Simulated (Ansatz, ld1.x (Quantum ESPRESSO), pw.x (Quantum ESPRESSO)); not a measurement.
**pw.x on fcc Os: one setting changed**

Potential: norm-conserving Troullier–Martins (Kleinman–Bylander form), ld1.x (Quantum ESPRESSO) 7.5, PBE; core [Xe] 4f14, reference 5d6 6s2 6p0; waves: 6p (bound, empty): rc 3.55 bohr; 5d (bound): rc 2.00 bohr; 6s (bound): rc 3.12 bohr; local part: the s channel; core correction: none.

The reference run (k-mesh 15³, cutoffs 50/200 Ry, Fermi–Dirac 0.01 Ry, mixing_beta 0.4, conv_thr 1e-9, no spin) gives 0.60 GPa at 14.323 Å³/atom, where all-electron LAPW gives 0.41 GPa. This run, with its own iteration cap, changes degauss to 0.02.

```
&control
  calculation='scf', prefix='x', pseudo_dir='./', outdir='./tmp', tstress=.true., disk_io='none'
/
&system
  ibrav=0, nat=1, ntyp=1, ecutwfc=50, ecutrho=200, nbnd=11,
  occupations='smearing', smearing='fd', degauss=0.02
/
&electrons
  conv_thr=1e-09, mixing_beta=0.4, electron_maxstep=50
/
ATOMIC_SPECIES
Os 1.0 Os.UPF
CELL_PARAMETERS angstrom
  0.00000000 1.92753083 1.92753083
  1.92753083 0.00000000 1.92753083
  1.92753083 1.92753083 0.00000000
ATOMIC_POSITIONS crystal
Os 0.0000 0.0000 0.0000
K_POINTS automatic
15 15 15 0 0 0
```

```bash
pw.x < Os.scf.in > Os.scf.out
```

Problem. How does the run end?

Solution. It converges in 8 iterations; the free energy moves by -74.0 meV/atom and the pressure by +1.50 GPa. In a metal, with Fermi–Dirac smearing, F lies below its zero-width value by a term in the square of the width.

```
Message from routine setup:
     using ibrav=0 with symmetry is DISCOURAGED, use correct ibrav instead
     lattice parameter (alat)  =       5.1513  a.u.
     unit-cell volume          =      96.6564 (a.u.)^3
     number of electrons       =         8.00
     number of Kohn-Sham states=           11
     kinetic-energy cutoff     =      50.0000  Ry
     charge density cutoff     =     200.0000  Ry
     scf convergence threshold =      1.0E-09
     Exchange-correlation= PBE
     number of k points=   120  Fermi-Dirac smearing, width (Ry)=  0.0200
     iteration #  1     ecut=    50.00 Ry     beta= 0.40
     total energy              =     -30.65081029 Ry
     estimated scf accuracy    <       0.02958979 Ry
     iteration #  2     ecut=    50.00 Ry     beta= 0.40
     total energy              =     -30.65099815 Ry
     estimated scf accuracy    <       0.00372296 Ry
     iteration #  3     ecut=    50.00 Ry     beta= 0.40
     total energy              =     -30.65161045 Ry
     estimated scf accuracy    <       0.00005236 Ry
     [... 2 iterations left out ...]
     iteration #  6     ecut=    50.00 Ry     beta= 0.40
     total energy              =     -30.65161684 Ry
     estimated scf accuracy    <          2.2E-09 Ry
     iteration #  7     ecut=    50.00 Ry     beta= 0.40
     total energy              =     -30.65161684 Ry
     estimated scf accuracy    <          3.8E-09 Ry
     iteration #  8     ecut=    50.00 Ry     beta= 0.40
     the Fermi energy is    18.6096 ev
!    total energy              =     -30.65161684 Ry
     estimated scf accuracy    <          2.4E-11 Ry
     smearing contrib. (-TS)   =      -0.01510679 Ry
     The total energy is F=E-TS. E is the sum of the following terms:
     one-electron contribution =      15.02007734 Ry
     hartree contribution      =       0.99572972 Ry
     xc contribution           =      -6.37356063 Ry
     ewald contribution        =     -40.27875648 Ry
     convergence has been achieved in   8 iterations
          total   stress  (Ry/bohr**3)                   (kbar)     P=       21.03
     Message from routine punch:
     Nothing written, as per user request (disk_io='none')
```

The run took about 9.5 s on one core of a shared host (Neoverse-V1, 32 threads, 247 GiB, load 36).
